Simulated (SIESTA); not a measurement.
Runs of SIESTA 5.4.2 on FeO (Wuestite). It takes space group Fm-3m (No. 225, cubic). Conventional cell: a = 4.311 Å, b = 4.311 Å, c = 4.311 Å, α = 90.00°, β = 90.00°, γ = 90.00°. Fe (site symmetry m-3m) has 6 O at 2.16 Å as nearest neighbours. Around O (site symmetry m-3m) lie 6 Fe at 2.16 Å. 

| task | level | potentials or basis | cell | optimiser | force tolerance | gap on the mesh (eV) | pressure (GPa) | moment (μB) | relaxed volume (Å³/atom) |
| --- | --- | --- | --- | --- | --- | --- | --- | --- | --- |
| single point | LDA | PseudoDojo 0.4 standard (LDA files), DZP (energy shift 0.003 Ry; two zetas on semicore shells) | as given | - | - | none | -14.7 | 4.00 | - |
| relaxation of cell and atoms | PBEsol | PseudoDojo 0.4 standard (PBEsol files), DZP (energy shift 0.003 Ry; two zetas on semicore shells) | relaxed | CG | 0.01 eV/Å | none | -0.1 | 4.00 | 9.62 |
| band structure | PBEsol | PseudoDojo 0.4 standard (PBEsol files), TZP (energy shift 0.003 Ry; two zetas on semicore shells) | as given | - | - | none | (b) | 4.00 | - |
| relaxation of cell and atoms | LDA | PseudoDojo 0.4 standard (LDA files), DZP (energy shift 0.003 Ry; two zetas on semicore shells) | relaxed | - | 0.04 eV/Å | none | 0.4 | 3.95 | (a) |

Alike in all rows: spin collinear, ferromagnetic start; k mesh 8 × 8 × 8; smearing fermi-dirac 0.05 eV; grid cutoff 800 Ry; energy shift 0.003 Ry.

**Question.** Fill in the values left out.

**Answer.** (a) 9.26; (b) -8.1.

Caveats: short orbitals over semicore shells can move pressures by several GPa; the basis of atomic orbitals isn't converged, which shifts pressures, moduli and gaps; a cell with one magnetic atom can't hold antiferromagnetic order, which such compounds often take; semilocal functionals often make such compounds metallic where correlation or magnetic order opens a gap, which also shifts bond lengths.

A gap of «none» marks a metal or a gap under the smearing width.

Runs at the PBE level aren't shown here.
